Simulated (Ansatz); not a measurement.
G0W0 run on MgS (Fm-3m)

Theory: G0W0@r²SCAN, full frequency by contour deformation, hard PAW set made for 700 eV in Ansatz.

Input files:

```yaml
crystal:
  lattice:
    - [0.0, 2.58, 2.58]
    - [2.58, 0.0, 2.58]
    - [2.58, 2.58, 0.0]
  atoms:
    - { symbol: Mg, position: [0.0, 0.0, 0.0] }
    - { symbol: S, position: [0.5, 0.5, 0.5] }
basis:
  precision: f64
  xc_grid: 2
  ecutwfc: 700
  ecutrho_ratio: 4
kpoints:
  mp_grid: { grid: [4, 4, 4], shift: [0, 0, 0] }
hamiltonian:
  xc: r2scan
  dispersion: none
  pseudopotentials:
    kind: paw
    azcp:
      Mg: "pseudopotentials/Mg.paw.azcp"
      S: "pseudopotentials/S.paw.azcp"
magnetization:
  spin_polarized: false
scf:
  lower_state_search: "off"
  max_iter: 200
  occupations: { method: fixed }
  convergence: { dr2_threshold: "1e-10 eV" }
output: {}
gw:
  n_empty_bands: 221
  ecut_chi: 200
  ecutfock_ratio: 2
  qp_bands: [v1, c1]
  screening: { model: contour_deformation }
```

Levels count from the highest filled Kohn-Sham level listed; ε_QP = ε_KS + Z(Σ − Vxc). VB is the top filled band, CB the lowest empty one. Points in brackets are given in fractions of the reciprocal vectors.

```csv
k,band,ε_KS (eV),Σx − Vxc (eV),Σc (eV),Z,ε_QP (eV)
Γ,VB,0.00,-2.68,1.55,0.79,-0.90
Γ,CB,4.85,4.25,-4.22,0.82,4.87
"(0, -0.5, -0.5)",CB,3.50,4.05,-3.76,0.83,3.73
```

The gap (from Γ to k = (0, -0.5, -0.5)) opens from 3.50 eV to 4.63 eV.

Electronic (ion-clamped) dielectric constant on this mesh, from the head of the inverse dielectric matrix: 5.1.

The cell is a model at fixed atoms and needn't be the relaxed known crystal. The PAW or pseudopotential files were made with PBE. The mesh is coarse, so these are values at the stated settings, not converged ones. Band sums or response are cut, so the gap isn't at its basis limit. The gap is read on the mesh, and the crystal's band edges can lie off it. With r²SCAN or HSE06 the Kohn-Sham levels are generalised ones. Meshes this coarse can overestimate the dielectric constant by a tenth and more.
